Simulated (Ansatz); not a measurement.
**G0W0 on several functionals: RbBr (Fm-3m)**

One-shot GW is not self-consistent; how far does the start matter for RbBr (Fm-3m)?

Main program and level: Ansatz 0.2.0; G0W0 on several functionals, plane waves, PAW.

The database entry behind the starting cell differs from later determinations by our own check (about 0.5 % short), so it need not match the best structure at ambient conditions.

In doubt: masses and optical values from hybrid runs of this build are listed as unsure (steps 3, 4), which bears on the screening that GW takes from such a start.

## Step 1: The starting structure

Symmetry: Fm-3m, No. 225, cubic system. Conventional cell: a = 6.854 Å, b = 6.854 Å, c = 6.854 Å, α = 90.00°, β = 90.00°, γ = 90.00°. Nearest to Rb lie 6 Br at 3.43 Å. Nearest to Br lie 6 Rb at 3.43 Å. Farther neighbours and most contacts between anions are not listed.

The cell and positions come from the Crystallography Open Database and are kept as given unless a step says otherwise.

## Step 2: G0W0 on PBE

Now the one-shot GW correction: screening in the RPA, then the self-energy of the levels asked for. This step takes PAW set soft_1 files.

This step: G0W0 on PBE, plane waves, PAW; PAW set soft_1.

input.yaml reads:

```yaml
crystal:
  lattice:
    - [0.0, 3.427, 3.427]
    - [3.427, 0.0, 3.427]
    - [3.427, 3.427, 0.0]
  atoms:
    - { symbol: Rb, position: [0.0, 0.0, 0.0] }
    - { symbol: Br, position: [0.5, 0.5, 0.5] }
kpoints:
  mp_grid: { grid: [4, 4, 4] }
hamiltonian:
  xc: pbe
  pseudopotentials: { kind: paw, azcp: { folder: soft_1 } }
scf:
  occupations: { method: fixed }
gw:
  n_empty_bands: 240
  ecut_chi: 120
  qp_bands: [v2, c2]
  qp_kpoints: band_edges
  screening: { model: contour_deformation }
```

Run with:

```bash
ansatz run input.yaml --threads 24 --pin off --max-ram 82944MiB --backend cuda --events-out ev --progress --plain --runs-dir out --devices 1 --max-vram 78GiB
```

Numbers of over 12 decimals in the logs are rounded to 6 here.

The log of the run:

```text
GPUs: using 1 of 1 available (devices: 1).
Engine: ansatz 0.2.0, aarch64-unknown-linux-gnu
Pseudopotentials: kind: paw
Pseudopotential: Rb, paw, valence charge 9, recommended cutoff 420 eV (normal), soft_1/Rb.paw.azcp
Pseudopotential: Br, paw, valence charge 7, recommended cutoff 420 eV (normal), soft_1/Br.paw.azcp
Functional definition: PBE
  parameter kappa = 0.804
  parameter beta = 0.066725
  exchange = pbe_x(kappa = kappa, mu = beta*pi^2/3)
  correlation = pbe_c(beta = beta)
device memory: the entry about to start is reckoned to put 2.3 GiB on a device that reports 182.5 GiB free (of which the cap on the GPU budget leaves the run 78.0 GiB)
GPU FFT provider: cuFFT
GPU libraries: cuBLAS 13.8.1, cuFFT 12.4.0, cuSOLVER 12.3.2
GPU matrix products: emulated (plane waves: as basis.precision tells), large ones in fixed point in workspaces of 1.00 GiB
Crystal: 2 atoms, lattice volume = 80.496 Å³
Basis set: ecut = 420 eV, 1591 PW (Γ)
Bands: 12, of which v1, the nominal top of the filled ones, is band 8 counted from 1 (7 counted from 0)
Symmetry: 48 space group operations
Space group: Fm-3m (ITA 225), of the structure as read, at distance tolerance 4.3e-5 Å
k-points: 8 of 64
Non-local potential: Rb, projectors of the file, l = 0: 3, l = 1: 2, l = 2: 2
Non-local potential: Br, projectors of the file, l = 0: 2, l = 1: 2, l = 2: 2
PAW form: soft (Blöchl's): semilocal exchange-correlation on the pseudo side does not see the compensation charge
PAW one-centre angular grid: Rb, 110 points (default); XC on 64 Gauss nodes
PAW one-centre angular grid: Br, 110 points (default); XC on 64 Gauss nodes
Initial density: superposition of atomic densities (chi_scale 0.1, normalization cell, long waves kept (reshape's long-wave potential 0.00 eV rms))
Initial wavefunctions: pseudopotential atomic-orbital guess
GPU buffer pool allocated for 46656 grid points (all kernels)
GPU transforms: local potential and band sums: pruned to the plane-wave sphere, on 36×36×36
Functional: x = pbe(κ = 0.804, μ = 0.219515), c = pbe(β = 0.066725)
SCF iter   1: F=—  HF=-6054.613130 eV  |F-HF|=—  |Δ(HF+E_count)|=         —  Δρ=2.89e-2  dr2=1.31e0  ethr=3.10e-3  ⟨swp⟩=6.0  Hψ=540  notcnv=0  defer=14
preconditioner: auto → none  [insulator: Δε(μ)=3.323 eV  Ē_g=13.281 eV  n_scr=14 (ndim 8)  ℏωp=15.5 eV  f_vac=0.000  ε∞_Penn≈2.4]
SCF iter   2: F=—  HF=-6054.081333 eV  |F-HF|=—  |Δ(HF+E_count)|=   5.32e-1  Δρ=7.42e-3  dr2=7.16e-2  ethr=3.10e-3  ⟨swp⟩=3.0  Hψ=267  notcnv=0  defer=14
SCF iter   3: F=—  HF=-6054.077422 eV  |F-HF|=—  |Δ(HF+E_count)|=   3.91e-3  Δρ=3.38e-3  dr2=9.92e-3  ethr=4.48e-4  ⟨swp⟩=2.0  Hψ=138  notcnv=0  defer=14
SCF iter   4: F=—  HF=-6054.083484 eV  |F-HF|=—  |Δ(HF+E_count)|=   6.06e-3  Δρ=9.34e-4  dr2=1.02e-3  ethr=6.20e-5  ⟨swp⟩=2.6  Hψ=144  notcnv=0  defer=14
SCF iter   5: F=—  HF=-6054.084332 eV  |F-HF|=—  |Δ(HF+E_count)|=   8.47e-4  Δρ=1.13e-4  dr2=1.35e-5  ethr=6.40e-6  ⟨swp⟩=3.1  Hψ=183  notcnv=0  defer=14
SCF iter   6: F=—  HF=-6054.084361 eV  |F-HF|=—  |Δ(HF+E_count)|=   2.91e-5  Δρ=1.18e-5  dr2=1.50e-7  ethr=8.42e-8  ⟨swp⟩=2.0  Hψ=176  notcnv=0  defer=12
SCF iter   7: F=-6054.084361 eV  HF=-6054.084361 eV  |F-HF|=7.59e-10  |Δ(HF+E_count)|=   3.86e-8  Δρ=1.20e-6  dr2=1.55e-9  ethr=6.25e-10  ⟨swp⟩=6.1  Hψ=422  notcnv=0
SCF 1 converged in 7 iterations: F = -6054.084361 eV  dr2 = 1.55e-9
  greatest PAW one-centre occupation: 0.973 electrons in one spin orbital (limit 2), on the Rb atom at site 0 (counted from 0), in its partial waves of l = 0
device memory: the entry about to start is reckoned to put 3.4 GiB on a device that reports 182.5 GiB free (of which the cap on the GPU budget leaves the run 78.0 GiB)
NSCF: frozen V_eff on 8 k-points
the band table was solved once the SCF had ended and its energy, with any forces and stress, was formed, with the checks that follow a solve (656 applications of the Hamiltonian). They found nothing against the state; the energy, forces and stress were not computed again (output.eigenvalues in the input reference)
device memory: the entry about to start is reckoned to put 10.3 GiB on a device that reports 182.5 GiB free (of which the cap on the GPU budget leaves the run 78.0 GiB)
NSCF: frozen V_eff on 8 k-points
G₀W₀ screening: q 1/8
[... further progress lines ...]
device memory: the entry about to start is reckoned to put 0.3 GiB on a device that reports 178.6 GiB free (of which the cap on the GPU budget leaves the run 78.0 GiB)
NSCF: frozen V_eff on 1 k-points
SCF converged after 7 iterations
Free energy (F): -6054.084361 eV
Harris-Foulkes:  -6054.084361 eV  (|F-HF|=7.59e-10)
Internal energy: -6054.084361 eV  (E = F + TS)
E sigma→0 (E₀):  -6054.084361 eV
Fermi energy:    1.246185 eV
--- Per-component energies (eV) ---
  E_band       = -106.745169
  E_kinetic    = 314.000847
  E_local      = -782.297309  (includes V_loc(G=0)·N_el)
  E_nonlocal   = 238.888623
  E_hartree    = 203.878098
  E_xc         = -322.289352
  E_vxc        = -239.748323  (∫ρ·V_xc dr)
  E_paw        = -4935.925800  (= ΣΔE_a)
  E_vpaw       = -45.345252  (= ΣTr[D̂ρ^β])
  E_aug_tail   = -0.000018  (compensation charges beyond the density's cutoff)
  E_ewald      = -770.339449
  E_smearing   = -0.000000  (= −TS)
  E_closure    = -0.000000  (closes the sum)
  Σ components = -6054.084361   (vs F -6054.084361, Δ=0.00e0)
--- Band table (eV; the first three rows and the last of 8) ---
  k-point 0: bands = [... 4 lower, -7.2439, 1.2462, 1.2462, 1.2462, 5.6105, 8.5285, 8.5285, 8.5285]
  k-point 1: bands = [... 4 lower, -7.2198, 0.6863, 1.0616, 1.0616, 6.8792, 8.3956, 9.2494, 9.2494]
  k-point 2: bands = [... 4 lower, -7.1960, 0.2589, 0.8921, 0.8921, 8.0609, 8.9659, 10.7362, 10.7362]
  k-point 7: bands = [... 4 lower, -7.2253, 0.7544, 0.8994, 0.8994, 8.3289, 8.3289, 9.5121, 9.8656]
--- G₀W₀: contour deformation, 6 samples at zero and on the imaginary axis and 2 off it, 64 q-points, 240 empty bands' worth ---
  eigenvalues of the whole cell's RPA ε∞ on this k-mesh (on a slab, of 1 + 4πα/V) = 2.3588, 2.3588, 2.3588; static W/v taken at q = 0 is 0.423949
  bands read: the sum over 248 bands ends inside a degenerate multiplet in 1 slot, whose members it reads at an even weight; the widest, k=1: bands 248 to 249 (counted from 1) at 1/2 each
  gw.qp_kpoints: band_edges: 8 of 8 stored k-points solved, in 1 pass; an edge of the gap read off the rows below is read off those points alone
    ik  band        ε_KS         Σx   Σc(E_QP)       V_xc       Z   E_QP_lin       E_QP  E_QP is
     0     7      1.2462   -19.3628     2.0487   -15.4499  0.8027    -0.6667    -0.6181  root
     0     8      1.2462   -19.3628     2.0487   -15.4499  0.8027    -0.6667    -0.6181  root
     0     9      5.6105    -4.1747    -2.9466    -7.6814  0.8624     6.1730     6.1705  root
     0    10      8.5285    -3.7837    -3.1945    -7.9404  0.8541     9.4998     9.4907  root
     1     7      1.0616   -19.0059     2.0761   -15.0457  0.8016    -0.8742    -0.8225  root
     1     8      1.0616   -19.0059     2.0761   -15.0457  0.8016    -0.8742    -0.8225  root
     1     9      6.8792    -4.9529    -3.0184    -8.6032  0.8548     7.5147     7.5112  root
     1    10      8.3956    -3.8680    -3.1407    -7.8106  0.8512     9.2040     9.1974  root
     2     7      0.8921   -18.7232     2.1104   -14.7087  0.8003    -1.0670    -1.0120  root
     2     8      0.8921   -18.7232     2.1104   -14.7087  0.8003    -1.0670    -1.0120  root
     2     9      8.0609    -3.8024    -3.0055    -7.3799  0.8544     8.6360     8.6328  root
     2    10      8.9659    -5.4324    -3.3098    -9.5912  0.8374     9.8238     9.8149  root
     3     7      1.1478   -19.2301     2.0649   -15.2841  0.8026    -0.7837    -0.7333  root
     3     8      1.1478   -19.2301     2.0649   -15.2841  0.8026    -0.7837    -0.7333  root
     3     9      6.9659    -4.7602    -3.0765    -8.5256  0.8554     7.6589     7.6547  root
     3    10      7.4908    -3.2262    -3.0166    -6.9857  0.8584     8.2386     8.2336  root
     4     7      0.8971   -18.8164     2.1071   -14.7956  0.8015    -1.0716    -1.0166  root
     4     8      0.9895   -18.9722     2.0962   -14.9769  0.8014    -0.9630    -0.9097  root
     4     9      7.7017    -3.5329    -3.0256    -7.2671  0.8559     8.4150     8.4102  root
     4    10      8.5713    -4.9509    -3.2346    -8.9675  0.8458     9.3598     9.3532  root
     5     7      0.9085   -18.7766     2.1101   -14.7639  0.8003    -1.0489    -0.9942  root
     5     8      0.9983   -18.9661     2.0816   -14.9804  0.8027    -0.9588    -0.9059  root
     5     9      7.9928    -4.9005    -3.1431    -8.7704  0.8494     8.7248     8.7195  root
     5    10      8.4154    -3.8981    -3.1188    -7.7622  0.8501     9.1666     9.1608  root
     6     7      1.0880   -19.2291     2.0843   -15.2501  0.8025    -0.8585    -0.8068  root
     6     8      1.0880   -19.2291     2.0843   -15.2501  0.8025    -0.8585    -0.8068  root
     6     9      6.8584    -3.1051    -2.9206    -6.6938  0.8610     7.5303     7.5265  root
     6    10      8.3789    -4.4545    -3.2913    -8.6306  0.8543     9.2711     9.2637  root
     7     7      0.8994   -18.8953     2.1056   -14.8662  0.8026    -1.0792    -1.0242  root
     7     8      0.8994   -18.8953     2.1056   -14.8662  0.8026    -1.0792    -1.0242  root
     7     9      8.3289    -3.9026    -3.1149    -7.7698  0.8504     9.0871     9.0812  root
     7    10      8.3289    -3.9026    -3.1149    -7.7698  0.8504     9.0871     9.0812  root
```

Wall time 2 s (1 × NVIDIA GB200 (shared by 2 runs) with 24 threads of Arm Neoverse V2, shared host); peak memory 1.3 GiB; 6.2 s of CPU time.

Reading the cycles: dr2 is the Hartree energy of the density residual (eV), the measure of convergence; HF is the Harris–Foulkes estimate of the energy, which meets the free energy F at convergence.

This step gave:

- bands summed: 248
- RPA ε∞ on this mesh (eigenvalues): 2.359, 2.359, 2.359
- plane waves in the screening matrix: 259
- q-points in the mesh: 64
- G0W0 gap on the mesh: 6.789 eV
- k of the valence top: 0, 0, 0
- k of the conduction bottom: 0, 0, 0
- starting gap on the mesh: 4.364 eV
- Z at the valence top: 0.8027
- Z at the conduction bottom: 0.8624
- least direct G0W0 gap on the computed points: 6.789 eV

The gap on the mesh goes from 4.36 eV to 6.79 eV, a correction of +2.42 eV. Between the two edge states, bare exchange in place of the xc potential would open the gap by 7.42 eV, and correlation takes back 5.00 eV.

## Step 3: G0W0 on HSE06

One-shot GW remembers its start. Another functional's orbitals and levels show by how much.

This step: G0W0 on HSE06, plane waves, PAW; PAW set soft_1.

input.yaml, as its differences from that of step 2:

```diff
@@ -11,3 +11,3 @@
 hamiltonian:
-  xc: pbe
+  xc: hse06
   pseudopotentials: { kind: paw, azcp: { folder: soft_1 } }
```

The log of the run:

```text
GPUs: using 1 of 1 available (devices: 1).
[...]
davidson cushion auto → on  (no smearing: the cushion is to keep the highest requested band from converging to the state above it; pin scf.eigensolver.cushion to override)
[...]
Crystal: 2 atoms, lattice volume = 80.496 Å³
Basis set: ecut = 420 eV, 1591 PW (Γ)
Bands: 12, of which v1, the nominal top of the filled ones, is band 8 counted from 1 (7 counted from 0)
[... 1 set-up line as in the run before ...]
[...]
k-points: 8 of 64
[...]
SCF iter   1: F=—  HF=-6054.591541 eV  |F-HF|=—  |Δ(HF+E_count)|=         —  Δρ=2.82e-2  dr2=1.28e0  ethr=1.00e-1  ⟨swp⟩=6.5  Hψ=347  notcnv=0
[...]
iter 2 solved again at ethr=4.87e-4 eV; its pass at ethr=7.98e-3 eV (dr2=7.79e-2 eV) is discarded
[...]
SCF iter   4: F=-6054.079516 eV  HF=-6054.078616 eV  |F-HF|=9.00e-4  |Δ(HF+E_count)|=   5.89e-3  Δρ=1.14e-3  dr2=1.35e-3  ethr=5.64e-5  ⟨swp⟩=3.6  Hψ=270  notcnv=0
SCF 1 stopped early in 4 iterations: F = -6054.079516 eV  dr2 = 1.35e-3
[...]
[... further progress lines ...]
[...]
hybrid SCF converged: 2 outer / 7 inner (+4 warm-up), last move |dexx| = 4.86e-8 eV, tail = 2.20e-8 eV
Stability not checked: this state was not tested for a lower state beside it, because the functional holds exact exchange (a hybrid, or Hartree-Fock), whose exchange loop this test does not read (fock_operator; see scf.lower_state_search)
Free energy (F): -6058.583015 eV
Frozen-core exchange: fock
[...]
Internal energy: -6058.583015 eV  (E = F + TS)
E sigma→0 (E₀):  -6058.583015 eV
Fermi energy:    0.385346 eV
[...]
--- Band table (eV; the first three rows and the last of 8) ---
[...]
guard bands above this table: 2 of the run's 12 bands. The solve was not asked for them (output.publish_guard_bands: true or output.eigenvalues: true publishes all)
[...]
0     7      0.3853   -19.3670     1.7056   -16.3368  0.8304    -0.9554    -0.9391  root
     0     8      0.3853   -19.3670     1.7056   -16.3368  0.8304    -0.9554    -0.9391  root
     0     9      5.9063    -4.0184    -2.7861    -7.2832  0.8813     6.3863     6.3849  root
     0    10      8.9212    -3.6173    -2.9508    -7.3477  0.8750     9.7049     9.7007  root
     1     7      0.1946   -19.0417     1.7263   -15.9716  0.8295    -1.1664    -1.1491  root
     1     8      0.1946   -19.0417     1.7263   -15.9716  0.8295    -1.1664    -1.1491  root
     1     9      7.1913    -4.6528    -2.8437    -8.0312  0.8753     7.7279     7.7261  root
     1    10      8.7435    -3.6312    -2.9095    -7.1886  0.8727     9.3946     9.3915  root
[...]
7     7      0.0199   -18.9565     1.7487   -15.8348  0.8304    -1.3714    -1.3531  root
     7     8      0.0199   -18.9565     1.7487   -15.8348  0.8304    -1.3714    -1.3531  root
     7     9      8.6602    -3.6641    -2.8872    -7.1642  0.8721     9.2760     9.2732  root
     7    10      8.6602    -3.6641    -2.8872    -7.1642  0.8721     9.2760     9.2732  root
```

The job ended after 6.8 s (1 × NVIDIA GB200 (shared by 2 runs) with 24 threads; peak memory 1.2 GiB; 24 s of CPU time).

Numbers from this step:

| Item | Value |
| --- | --- |
| bands summed | 248 |
| RPA ε∞ on this mesh (eigenvalues) | 2.144, 2.144, 2.144 |
| plane waves in the screening matrix | 259 |
| q-points in the mesh | 64 |
| G0W0 gap on the mesh | 7.324 eV |
| k of the valence top | 0, 0, 0 |
| k of the conduction bottom | 0, 0, 0 |
| starting gap on the mesh | 5.521 eV |
| Z at the valence top | 0.8304 |
| Z at the conduction bottom | 0.8813 |
| least direct G0W0 gap on the computed points | 7.324 eV |

Against the run with 4×4×4 mesh, 240 empty bands, screening to 120 eV, PAW set soft_1 files on PBE, the gap moves by +0.54 eV, while the start moved by +1.16 eV.

## Step 4: G0W0 on PBE0

This step: G0W0 on PBE0, plane waves, PAW; PAW set soft_1.

input.yaml, as its differences from that of step 3:

```diff
@@ -11,3 +11,3 @@
 hamiltonian:
-  xc: hse06
+  xc: pbe0
   pseudopotentials: { kind: paw, azcp: { folder: soft_1 } }
```

The log of the run:

```text
GPUs: using 1 of 1 available (devices: 1).
[...]
Crystal: 2 atoms, lattice volume = 80.496 Å³
Basis set: ecut = 420 eV, 1591 PW (Γ)
Bands: 12, of which v1, the nominal top of the filled ones, is band 8 counted from 1 (7 counted from 0)
[... 1 set-up line as in the run before ...]
[...]
k-points: 8 of 64
[...]
1     9      7.5343    -4.6402    -2.7504    -7.6736  0.8835     7.8177     7.8172  root
     1    10      9.1038    -3.6141    -2.8056    -6.8047  0.8812     9.4896     9.4887  root
[...]
7     7     -0.3797   -18.9589     1.6208   -16.2318  0.8417    -1.4957    -1.4859  root
     7     8     -0.3797   -18.9589     1.6208   -16.2318  0.8417    -1.4957    -1.4859  root
     7     9      9.0184    -3.6494    -2.7835    -6.7848  0.8808     9.3710     9.3703  root
     7    10      9.0184    -3.6494    -2.7835    -6.7848  0.8808     9.3710     9.3703  root
[key lines of the parts left out:]
Free energy (F): -6058.335790 eV
Fermi energy:    -0.001849 eV
```

It took 7.2 s on 1 × NVIDIA GB200 (shared by 2 runs) with 24 threads; peak memory 1.2 GiB.

This step gave:

| Quantity | Value |
| --- | --- |
| bands summed | 248 |
| RPA ε∞ on this mesh (eigenvalues) | 2.077, 2.077, 2.077 |
| plane waves in the screening matrix | 259 |
| G0W0 gap on the mesh | 7.540 eV |
| k of the valence top | 0, 0, 0 |
| k of the conduction bottom | 0, 0, 0 |
| starting gap on the mesh | 6.237 eV |
| least direct G0W0 gap on the computed points | 7.540 eV |

Against the run with 4×4×4 mesh, 240 empty bands, screening to 120 eV, PAW set soft_1 files on HSE06, the gap moves by +0.22 eV, while the start moved by +0.72 eV.

## Step 5: Side by side

All on the 4×4×4 mesh with 240 empty bands and screening to 120 eV. Times are wall times on 1 × NVIDIA GB200 (shared by 2 runs) with 24 threads of Arm Neoverse V2, shared host, good to a factor of about two.

| start | starting gap (eV) | shift (eV) | G0W0 gap (eV) | RPA ε∞ (harmonic mean) | Z (valence, conduction) | time |
| --- | --- | --- | --- | --- | --- | --- |
| PBE | 4.36 | +2.42 | 6.79 | 2.36 | 0.80, 0.86 | 2 s |
| HSE06 | 5.52 | +1.80 | 7.32 | 2.14 | 0.83, 0.88 | 6.8 s |
| PBE0 | 6.24 | +1.30 | 7.54 | 2.08 | 0.84, 0.89 | 7.2 s |

How the two edges are built up, in eV (the quasiparticle level is the starting level plus Σx plus Σc less Vxc):

| run | edge | start | Σx | Σc | Vxc | Z | QP |
| --- | --- | --- | --- | --- | --- | --- | --- |
| PBE | valence top | 1.25 | -19.36 | 2.05 | -15.45 | 0.80 | -0.62 |
| PBE | conduction bottom | 5.61 | -4.17 | -2.95 | -7.68 | 0.86 | 6.17 |
| HSE06 | valence top | 0.39 | -19.37 | 1.71 | -16.34 | 0.83 | -0.94 |
| HSE06 | conduction bottom | 5.91 | -4.02 | -2.79 | -7.28 | 0.88 | 6.38 |
| PBE0 | valence top | 0.00 | -19.36 | 1.58 | -16.72 | 0.84 | -1.07 |
| PBE0 | conduction bottom | 6.24 | -4.02 | -2.70 | -6.96 | 0.89 | 6.47 |

For a hybrid start, Vxc holds its share of exact exchange.

## Step 6: Outcome

- G0W0@PBE: 6.79 eV (start 4.36 eV)
- G0W0@HSE06: 7.32 eV (start 5.52 eV)
- G0W0@PBE0: 7.54 eV (start 6.24 eV)
- known limits: not at the basis limit; no spin-orbit coupling

**Reading.** The starting gaps span 1.87 eV and the G0W0 gaps 0.75 eV. Between PBE and PBE0, 0.75 eV of the 1.87 eV survives, 40 %. PBE0 screens less than PBE (ε∞ 2.08 against 2.36). Of the 0.75 eV by which its G0W0 gap is higher, the correlation part gives +0.71 eV, and exchange with the one-particle terms, which follow the orbitals, +0.04 eV. The smallest correction, +1.30 eV, is on PBE0, the start nearest to reproducing itself. Bands and cutoff are finite, so the gap is not at the basis limit. The miss can reach some tenths of an eV and take either sign; the mesh is an error of its own. The many-body steps are scalar-relativistic: spin-orbit coupling is not in them.

[Paths, hosts, dates, memory and timing lines, banners, echoed tables and standing remarks are left out of the program output.]

[Logs are printed without paths, hosts, clocks, repeated set-up lines and the standing remarks that a program may print on its own settings, such as how far it seeks lower states.]

[Runs of the session that timed out or met a known fault of the program may be left out.]

[Cells called generated may have been cut or substituted from an entry of the Crystallography Open Database or the Materials Project.]

[Hosts, paths, dates, database ids (printed as entryN), source tags and the programs' standing remarks are cut or masked in the printed files.]
